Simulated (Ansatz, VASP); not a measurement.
SnTe in VASP and in Ansatz

```
Sn Te
1.0
     3.90470    0.00000    0.00000
     0.00000    3.90470    0.00000
     0.00000    0.00000    3.90470
Sn Te
1 1
Direct
  0.00000 0.00000 0.00000
  0.50000 0.37195 0.50000
```

Change from the starting cell: all Te atoms moved -0.500 Å, as atom 2 along Cartesian [0 1 0].

Alike in both runs: task single point; functional PBE; dispersion D3(BJ); k mesh 12 × 12 × 12; occupations gaussian, width 0.15 eV; no spin polarisation.

```csv
,VASP,Ansatz
version,VASP 6.6.1,Ansatz 0.2.0
potentials or method,"VASP PAW PBE potentials, release 64 (Sn_d, Te)","scalar-relativistic, plane waves, PAW"
plane-wave cutoff (eV),520,420
valence electrons in the cell,20,30
```

VASP gave:

```
gap on the k mesh at the Fermi level (eV)       : none
pressure (GPa)                                  : 0.0
largest component of the traceless stress (GPa) : 0.09
rms of the force components (eV/Å)              : 0.040
```

Estimate Ansatz's values.

gap on the k mesh at the Fermi level (eV): none; pressure (GPa): 0.0; largest component of the traceless stress (GPa): 0.11; rms of the force components (eV/Å): 0.037.

Atom by atom the forces differ by 0.003 eV/Å (rms over components). A gap of «none» marks a metal or a gap that the smearing closes. The two sets of potentials don't hold the same shells in valence.

Caveats: pairwise dispersion overbinds metals, which lowers pressure and volume. The runs have no spin-orbit coupling, so splittings on Te are missing.
